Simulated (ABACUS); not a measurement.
Set up this calculation in ABACUS 3.10.1, as the native input.

```yaml
Task: single point
Functional: PBE
Potentials_or_basis: PseudoDojo NC SR 0.4.1 PBE standard
Cutoff: 1361 eV
Density_cutoff: 5442 eV
Basis: DZP LCAO (the cutoffs set its grid)
k_mesh: 12 × 12 × 7
Occupations: fermi-dirac, width 0.05 eV
Spin: collinear spin, ferromagnetic start
Starting_moments: "[2.0, 2.0] μB"
Orbital_files: Co Co_confined-atom_7au_3s2p2d1f.orb
Radial_cutoff_of_the_potentials_pseudo_rcut: 10 bohr
SCF_threshold_on_the_density: 1e-07
Max_SCF_steps: 100
Eigensolver: genelpa
Mixing: broyden
Mixing_share: 0.4
Symmetry_key: 1
```

The system is Co.

```xyz
2
Lattice="2.4720 0.0000 0.0000 -1.2360 2.1408 0.0000 0.0000 0.0000 4.0211" Properties=species:S:1:pos:R:3 pbc="T T T"
Co    1.2570    0.6694    2.9866
Co    0.0418    1.3977    0.9655
```

The cell isn't the ideal one: atoms moved at random, drawn with an rms of 0.05 Å.

One way to write it, as run:

INPUT

```
INPUT_PARAMETERS
suffix              Co
calculation         scf
basis_type          lcao
pseudo_dir          ./
orbital_dir         ./
symmetry            1
dft_functional      pbe
ecutwfc             100
pseudo_rcut         10
nspin               2
nbands              23
ks_solver           genelpa
smearing_method     fd
smearing_sigma      0.00367493
scf_thr             1e-07
scf_nmax            100
mixing_type         broyden
mixing_beta         0.4
cal_force           1
cal_stress          1
out_mul             1
```

STRU

```
ATOMIC_SPECIES
Co 58.9332 Co.upf

NUMERICAL_ORBITAL
Co_confined-atom_7au_3s2p2d1f.orb

LATTICE_CONSTANT
1.8897261246

LATTICE_VECTORS
2.4719999032 0.0000000000 0.0000000000
-1.2359999516 2.1408147143 0.0000000000
0.0000000000 0.0000000000 4.0211440800

ATOMIC_POSITIONS
Direct

Co
0.0
2
0.6648460000 0.3127030000 0.7427330000 1 1 1 mag 2
0.3433360000 0.6528870000 0.2401120000 1 1 1 mag 2
```

KPT

```
K_POINTS
0
Gamma
12 12 7 0 0 0
```

Potentials or basis: PseudoDojo NC SR 0.4.1 PBE standard, DZP LCAO (the cutoffs set its grid).

Launch:

```console
$ OMP_NUM_THREADS=1 mpirun -np 4 abacus > log
```

Results of the run:

The pressure is 5.6 GPa, the largest force is 0.096 eV/Å and the band gap on the k mesh is none (metal or under the smearing width). The net moment is 3.24 μB per cell, the absolute moment is 3.55 μB per cell and the site moments are Co +1.62 μB.

Caveat: the atomic orbitals were generated for these runs and aren't a published set; the basis of atomic orbitals isn't converged, which shifts pressures, moduli and gaps.

Run time: 52 s on 4 MPI ranks on Intel(R) Xeon(R) CPU @ 2.80GHz (Skylake/Cascade Lake), on a shared host, peak memory 0.8 GiB a rank.
